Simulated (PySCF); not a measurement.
Set up this calculation in PySCF 2.14.0, as an ASE script.

| Quantity | Value |
| --- | --- |
| Task | band structure |
| Functional | LDA |
| Potentials or basis | DZVP-MOLOPT-SR/GTH-PBE (potentials made for PBE) |
| k mesh | 2 × 2 × 2 |
| Occupations | fermi-dirac, width 0.05 eV |
| Spin | no spin polarisation |
| Symmetry | no |
| Density cutoff | 77 Ha |
| Exponents discarded below (exp_to_discard) | 0.02 1/bohr^2 |
| Band path | GXWKGLUWLK,UX |
| Potentials | Ag GTH-PBE-q11, Cl GTH-PBE-q7 |
| conv_tol | 1e-07 Ha |
| max_cycle | 60 |
| Coulomb method | multigrid |

AgCl (Chlorargyrite):

```
Ag Cl
1.0
     0.00000    2.73500    2.73500
     2.73500    0.00000    2.73500
     2.73500    2.73500    0.00000
Ag Cl
1 1
Direct
  0.00000 0.00000 0.00000
  0.50000 0.50000 0.50000
```

One way to write it, as run:

run.py

```python
import json
import numpy as np
from pyscf.pbc import gto, scf, dft, df
from pyscf.pbc.tools import pyscf_ase
from ase.spacegroup import crystal

atoms = crystal(['Ag', 'Cl'], [[0.0, 0.0, 0.0], [0.5, 0.0, 0.0]],
                spacegroup=225, setting=1, cellpar=[5.47, 5.47, 5.47, 90.0, 90.0, 90.0], primitive_cell=True)  # Fm-3m: Ag 4a, Cl 4b
cell = pyscf_ase.cell_from_ase(atoms)
cell.basis = {'Ag': 'DZVP-MOLOPT-SR-GTH-q11', 'Cl': 'DZVP-MOLOPT-SR-GTH-q7'}
cell.pseudo = {'Ag': 'GTH-PBE-q11', 'Cl': 'GTH-PBE-q7'}
cell.ke_cutoff = 77  # hartree
cell.exp_to_discard = 0.02
cell.precision = 1e-08
cell.max_memory = 5880  # MB
cell.verbose = 4
cell.build()

res = {}
kpts = cell.make_kpts([2, 2, 2])
mf = dft.KRKS(cell, kpts, xc='LDA_X,LDA_C_PW')
mf = mf.multigrid_numint()
mf = mf.smearing(sigma=0.00183747, method='fermi')  # hartree
mf.conv_tol = 1e-07
mf.max_cycle = 60

atoms.calc = pyscf_ase.PySCF(method=mf)
print('ASE energy = %.8f eV' % atoms.get_potential_energy())
mf = atoms.calc.method_scan
res.update(converged=bool(mf.converged), e_tot=mf.e_tot, nelec=cell.nelectron, nao=cell.nao, mesh=list(map(int, cell.mesh)), a=cell.lattice_vectors().tolist(), coords=cell.atom_coords().tolist(),
           mo_energy=[np.real(x).tolist() for x in mf.mo_energy], mo_occ=[np.real(x).tolist() for x in mf.mo_occ])
res.update(e_free=mf.e_free, e_zero=mf.e_zero)
res.update(kpts=cell.get_scaled_kpts(kpts).tolist())
res['parts'] = {k: float(np.real(v)) for k, v in mf.scf_summary.items() if np.isscalar(v)}
json.dump(res, open('results.json', 'w'))
if not mf.converged:
    raise SystemExit('SCF not converged')

print('levels (eV)')
for i, kp in enumerate(res['kpts'][:40]):
    print('k %7.4f %7.4f %7.4f  ' % tuple(kp), ' '.join('%.3f' % (x * 27.211386) for x in res['mo_energy'][i][:14]))

# Mulliken populations
dm, s = np.asarray(mf.make_rdm1()), np.asarray(mf.get_ovlp())
sites = cell.aoslice_by_atom()[:, 2:]
tot = np.einsum('kij,kji->i', dm, s).real / len(kpts)
res['mulliken'] = [cell.atom_charge(i) - tot[a0:a1].sum() for i, (a0, a1) in enumerate(sites)]
print('Mulliken charges', np.round(res['mulliken'], 5))

path = pyscf_ase.bandpath(cell, npoints=40)
scaled = path.kpts
e_kn = mf.get_bands(cell.get_abs_kpts(scaled))[0]
res.update(band_k=np.asarray(scaled).tolist(), bands=np.asarray(e_kn).real.tolist())
for kp, e in zip(scaled, np.asarray(e_kn).real):
    print('k %7.4f %7.4f %7.4f  ' % tuple(kp), ' '.join('%8.3f' % (x * 27.211386) for x in e[:15]))
res['done'] = True
json.dump(res, open('results.json', 'w'))
```

Potentials or basis: DZVP-MOLOPT-SR/GTH-PBE (potentials made for PBE).

Run with:

```sh
$ OMP_NUM_THREADS=4 python -u run.py > log
```

Results of the run:

```yaml
Band_gap_on_the_k_mesh: 0.35 eV, indirect (least direct gap 2.81 eV)
Band_gap_along_the_path: 0.35 eV, indirect (least direct gap 2.72 eV)
Mulliken_charges: Ag +0.37; Cl -0.37 e
```

Caveat: the k mesh is coarse (spacing up to 0.99 Å⁻¹), so the values aren't converged; Mulliken charges move with the basis; the basis of atomic orbitals isn't converged, which shifts pressures, moduli and gaps.

Wall time 25 s on 4 threads of AMD EPYC 7R13 Processor (Zen 3), with other jobs on the host, peak memory 1.3 GiB.
